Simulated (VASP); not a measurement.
A run of VASP 6.6.1 is set up as follows.

File INCAR:

```
SYSTEM = GaAs
  PREC = Accurate
  ENCUT = 600
  EDIFF = 1E-7
  ISMEAR = 0
  SIGMA = 0.03
  LREAL = .FALSE.
  LASPH = .TRUE.
  NELM = 80
  ALGO = Normal
  ISIF = 3
  LWAVE = .FALSE.
  LCHARG = .FALSE.
  GGA = PS
  IBRION = 2
  NSW = 90
  EDIFFG = -0.005
```

File KPOINTS:

```
regular mesh
0
G
  10 10 10
  0 0 0
```

The input POSCAR:

```
GaAs                                    
1.0
    0.0000000000      2.8313993253      2.8313993253
    2.8313993253     -0.0000000000      2.8313993253
    2.8313993253      2.8313993253      0.0000000000
  Ga              As            
     1     1
Direct
     0.0000000000000000    0.0000000000000000    0.0000000000000000
     0.2500000000000000    0.2500000000000000    0.2500000000000000
```

Potentials or basis: VASP PAW PBE potentials, release 64 (Ga_d, As).

Launch:

```console
$ cat potpaw_PBE.64/Ga_d/POTCAR potpaw_PBE.64/As/POTCAR > POTCAR
$ mpirun -np 1 vasp_std > vasp.out
```

Problem. Predict the band gap on the k mesh.

Solution. 0.42 eV, direct.

Final structure:
```
Ga As
1.0
     0.00000    2.83140    2.83140
     2.83140    0.00000    2.83140
     2.83140    2.83140    0.00000
Ga As
1 1
Cartesian
  0.0000 0.0000 0.0000
  1.4157 1.4157 1.4157
```

Caveat: the relaxation stopped at its first step, so nothing moved. A k mesh can miss the band edges.
